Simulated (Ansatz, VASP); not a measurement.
## One calculation of MgB2, two programs

```
Mg B
1.0
     3.08500    0.00000    0.00000
    -1.54250    2.67169    0.00000
     0.00000    0.00000    3.62869
Mg B
1 2
Direct
  0.00000 0.00000 0.00000
  0.33333 0.66667 0.50000
  0.66667 0.33333 0.50000
```

Change from the starting cell: zz strain of +3 %.

Alike in both runs: task single point; functional LDA; k mesh 12 × 12 × 9; occupations fermi-dirac, width 0.05 eV; no spin polarisation.

```csv
,VASP,Ansatz
version,VASP 6.6.1,Ansatz 0.2.0
potentials or method,"VASP PAW LDA potentials, release 64 (Mg, B), cutoff 520 eV","all-electron LAPW, scalar-relativistic"
```

```tsv
	VASP	Ansatz	Ansatz less VASP
pressure (GPa)	-10.8	-10.2	+0.59
largest component of the traceless stress (GPa)	3.39	3.24	-0.143
```

Ansatz ran all-electron here, so the differences hold the error of VASP's frozen core and of both bases.
